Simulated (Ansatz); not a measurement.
Input of an Ansatz 0.2.0 run:

Contents of input.yaml:

```yaml
crystal:
  lattice:
    - [0.0, 2.753244, 2.753244]
    - [2.753244, 0.0, 2.753244]
    - [2.753244, 2.753244, 0.0]
  atoms:
    - { symbol: Cd, position: [0.0, 0.0, 0.0] }
    - { symbol: S, position: [0.5, 0.5, 0.5] }
hamiltonian:
  xc: pbe
  pseudopotentials: { kind: paw }
kpoints:
  mp_grid: { grid: [8, 8, 8] }
scf:
  occupations: { method: gaussian, width: 0.029 }
output:
  forces: true
  stress: true
  eigenvalues: true
  write_density: true
  write_potential: true
  elf: true
  volumetric_format: npy
```

Potentials or basis: Ansatz PAW.

Command:

```console
$ ansatz run input.yaml --threads 2 --pin off --max-ram 5632MiB --backend cpu --events-out ev --progress --plain --runs-dir out
```

(1) What does it give for the band gap on the k mesh?

(2) Estimate the pressure.

Answers

(1) 0.26 eV, indirect (least direct gap 1.55 eV).

(2) -0.4 GPa.
